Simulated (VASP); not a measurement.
GaAs in VASP 6.6.1, single-point calculation

INCAR

```
PREC = Accurate
NBANDS = 16
GGA = PE
LREAL = .FALSE.
LCHARG = .FALSE.
ISIF = 2
EDIFF = 1E-7
ISMEAR = -1
SIGMA = 0.02
NELM = 120
IBRION = -1
AMIX = 0.1
LASPH = .TRUE.
LWAVE = .FALSE.
NSW = 0
ENCUT = 520
```

KPOINTS

```
KPOINTS created by Atomic Simulation Environment
0
Gamma
8 8 8
0 0 0
```

POSCAR

```
Ga As
 1.0000000000000000
     0.0000000000000000    2.9464084992999999    2.7338352897000000
     2.9464084992999999    0.0000000000000000    2.7338352897000000
     2.9464084992999999    2.9464084992999999    0.0000000000000000
 Ga  As
   1   1
Cartesian
  0.0000000000000000  0.0000000000000000  0.0000000000000000
  1.4732042496500000  1.4732042496500000  1.3669176448499998
```

The recommended PBE PAW datasets give the neutral cell 18 valence electrons.

Command

```
mpirun -np 1 vasp_std
```

OSZICAR

```
N       E                     dE             d eps       ncg     rms          rms(c)
DAV:   1     0.808166183643E+02    0.80817E+02   -0.89536E+03  1960   0.153E+03
DAV:   2    -0.205975324274E+01   -0.82876E+02   -0.79315E+02  2128   0.298E+02
DAV:   3    -0.829840304789E+01   -0.62386E+01   -0.62181E+01  2360   0.648E+01
DAV:   4    -0.839327448158E+01   -0.94871E-01   -0.94862E-01  2288   0.891E+00
DAV:   5    -0.839465057012E+01   -0.13761E-02   -0.13761E-02  2448   0.950E-01    0.275E+00
DAV:   6    -0.833838879155E+01    0.56262E-01   -0.19902E-02  2816   0.219E+00    0.244E+00
DAV:   7    -0.824809211278E+01    0.90297E-01   -0.35081E-01  2808   0.840E+00    0.120E+00
DAV:   8    -0.824233078076E+01    0.57613E-02   -0.50027E-02  2640   0.336E+00    0.259E-01
DAV:   9    -0.824286325615E+01   -0.53248E-03   -0.38335E-03  2288   0.525E-01    0.114E-01
DAV:  10    -0.824250355929E+01    0.35970E-03   -0.89294E-04  2464   0.556E-01    0.742E-02
DAV:  11    -0.824252378806E+01   -0.20229E-04   -0.47403E-04  2328   0.177E-01    0.461E-02
DAV:  12    -0.824252811589E+01   -0.43278E-05   -0.51764E-05  2288   0.544E-02    0.337E-02
DAV:  13    -0.824253232976E+01   -0.42139E-05   -0.13684E-05  2440   0.572E-02    0.139E-02
DAV:  14    -0.824253245490E+01   -0.12514E-06   -0.98454E-07  2392   0.749E-03    0.937E-03
DAV:  15    -0.824253188167E+01    0.57323E-06   -0.51619E-07  2288   0.940E-03    0.213E-03
DAV:  16    -0.824253169513E+01    0.18655E-06   -0.55337E-08  1608   0.138E-03    0.401E-04
DAV:  17    -0.824253167909E+01    0.16035E-07   -0.61268E-09  1096   0.637E-04
   1 F= -.82425317E+01 E0= -.82425178E+01  d E =-.276952E-04
```

From OUTCAR

```
k-points           NKPTS =     59   k-points in BZ     NKDIM =     59   number of bands    NBANDS=     16

   NELECT =      18.0000    total number of electrons

   dimension x,y,z NGX =    30 NGY =   30 NGZ =   32
   dimension x,y,z NGXF=    60 NGYF=   60 NGZF=   64

  energy-cutoff  :      520.00
  volume of cell :       47.47
      direct lattice vectors                 reciprocal lattice vectors
     0.000000000  2.946408499  2.733835290    -0.169698126  0.169698126  0.182893242
     2.946408499  0.000000000  2.733835290     0.169698126 -0.169698126  0.182893242
     2.946408499  2.946408499  0.000000000     0.169698126  0.169698126 -0.182893242

 k-points in reciprocal lattice and weights: KPOINTS created by Atomic Simulation Env
   0.00000000  0.00000000  0.00000000       0.002
   0.12500000  0.00000000  0.00000000       0.016
   0.25000000  0.00000000  0.00000000       0.016
   0.37500000  0.00000000  0.00000000       0.016
   0.50000000  0.00000000  0.00000000       0.008
   0.12500000  0.12500000  0.00000000       0.004
   0.25000000  0.12500000  0.00000000       0.016
   0.37500000  0.12500000  0.00000000       0.016
   ...

 E-fermi :   3.6610

 k-point     1 :       0.0000    0.0000    0.0000
  band No.  band energies     occupation
      1     -11.2523      2.00000
      2     -11.2523      2.00000
      3     -11.2346      2.00000
      4     -11.1881      2.00000
      5     -11.1729      2.00000
      6      -8.8893      2.00000
      7       3.3586      2.00000
      8       3.3586      2.00000
      9       3.5988      1.91428
     10       3.7231      0.08580
     11       7.0960      0.00000
     12       7.2974      0.00000
     13       7.2974      0.00000
     14      10.9269      0.00000
     15      12.8084      0.00000
     16      13.9530      0.00000

 k-point     2 :       0.1250    0.0000    0.0000
  band No.  band energies     occupation
      1     -11.2594      2.00000
      2     -11.2493      2.00000
      3     -11.2352      2.00000
      4     -11.1884      2.00000
      5     -11.1726      2.00000
      6      -8.7199      2.00000
      7       1.4739      2.00000
      8       3.1136      2.00000
      9       3.4164      1.99999
     10       4.8279      0.00000
     11       7.3073      0.00000
     12       7.5987      0.00000
     13       7.7757      0.00000
     14      11.8122      0.00000
     15      12.2129      0.00000
     16      12.9348      0.00000

 k-point     3 :       0.2500    0.0000    0.0000
  band No.  band energies     occupation
      1     -11.2808      2.00000
      2     -11.2427      2.00000
      3     -11.2312      2.00000
      4     -11.1885      2.00000
      5     -11.1710      2.00000
      6      -8.2474      2.00000
      7      -0.5638      2.00000
      8       2.6471      2.00000
      9       3.0592      2.00000
     10       4.7378      0.00000
     11       7.9654      0.00000
     12       8.0248      0.00000
     13       9.2741      0.00000
     14      12.0755      0.00000
     15      12.3022      0.00000
     16      12.9938      0.00000

 ...

  Total       -0.3389797     -0.3389797      0.7526585      0.0000000      0.0000000      0.0000000
  in kB      -11.4418451    -11.4418451     25.4050639      0.0000000      0.0000000      0.0000000
  external PRESSURE =       0.8404579 kB  Pullay stress =       0.0000000 kB

 POSITION                                       TOTAL-FORCE (eV/Angst)
 -----------------------------------------------------------------------------------
      0.00000      0.00000      0.00000         0.000000      0.000000      0.000000
      1.47320      1.47320      1.36692        -0.000000     -0.000000     -0.000000
 -----------------------------------------------------------------------------------
    total drift:                                0.000001      0.000001      0.000001

  FREE ENERGIE OF THE ION-ELECTRON SYSTEM (eV)
  ---------------------------------------------------
  free  energy   TOTEN  =        -8.2425316791 eV

  energy  without entropy=       -8.2425039838  energy(sigma->0) =       -8.24251783
```

It converged. Results: gap between bands v and c on the k mesh 0.12 eV; least direct gap on the k mesh 0.12 eV; pressure 0.1 GPa. Band v is the last that the valence electrons fill when counted band by band, and c is the next.

For comparison, a separate PBE run of the intended cell, on usual settings and not on those above, gives a gap of 0.12 eV on its mesh and a pressure of 0.1 GPa.

The run above took about 45 s on one core of a shared host (Intel Xeon Platinum 8488C) and held 0.2 GiB at most.
